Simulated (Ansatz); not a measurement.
Rock-salt NaBr was calculated with r²SCAN in Ansatz (plane waves, PAW).

A relaxed, unreconstructed slab of the (110) face has 16 atoms, two equal faces of 25.013 Å² each and an energy of -34279.6867 eV. A bulk cell of 4 atoms with the same orientation and in-plane k mesh has -8570.1736 eV. Energies are extrapolated to zero smearing.

Numerical settings: plane-wave cutoff 500 eV, 6×6×1 k mesh (along the axes of the cell as run), gaussian smearing 0.02 eV, scalar-relativistic PAW data made under PBE.

Worked out: γ = (E_slab − N E_bulk per atom)/2A = [-34279.6867 − 16 × (-8570.1736/4)]/(2 × 25.013) = 0.0201 eV/Å². With 16.022 J/m² per eV/Å² this is 0.32 J/m², or 0.50 eV per surface cell and face.

Ansatz is an electronic-structure program.
